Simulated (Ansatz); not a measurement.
**Structure relaxation of Bi**

Computed with DFT PBE, scalar-relativistic, plane waves, PAW (Ansatz 0.2.0). Cutoff 420 eV, Γ-centred k mesh, Gaussian smearing, no spin polarisation in the final step.

The start puts Bi on the hcp structure type (P6_3/mmc, No. 194), at a guessed volume.

```yaml
crystal:
  lattice:
    - [3.76297, 0.00000, 0.00000]
    - [-1.88148, 3.25883, 0.00000]
    - [0.00000, 0.00000, 6.10750]
  atoms:
    - { symbol: Bi, position: [0.33333, 0.66667, 0.25000] }
    - { symbol: Bi, position: [0.66667, 0.33333, 0.75000] }
```

Cell and atoms relax at zero pressure; the relaxation can't lower the symmetry of the start. After a coarse first stage the cell is made exact in the group found at 0.06 Å.

Energies count from the standard state of Bi at the same level.

Describe the relaxed structure.

It keeps P6_3/mmc (No. 194). The result has the hcp structure. Conventional cell: a = 3.529 Å, c = 5.874 Å. Around Bi lie 12 Bi at 3.53–3.57 Å.

```xyz
2
Lattice="3.5292 0.0000 0.0000 -1.7646 3.0564 0.0000 0.0000 0.0000 5.8742" Properties=species:S:1:pos:R:3 pbc="T T T"
Bi    0.0000    2.0376    1.4685
Bi    1.7646    1.0188    4.4056
```

What are its volume, energy, density and gap?

The volume per atom is 31.68 Å³, the density is 10.95 g/cm³ and the energy over the standard structure is 0.14 eV/atom. The gap on the 18×18×10 mesh is 0 eV (a metal).

The final run used a 18×18×10 mesh on its 2-atom cell and 0.10 eV smearing. The k mesh leaves about 4 meV/atom of noise in metals. Spin–orbit coupling is left out. Symmetry constrained the relaxation, so the result can be a saddle point.

This form isn't the element's structure at ambient conditions.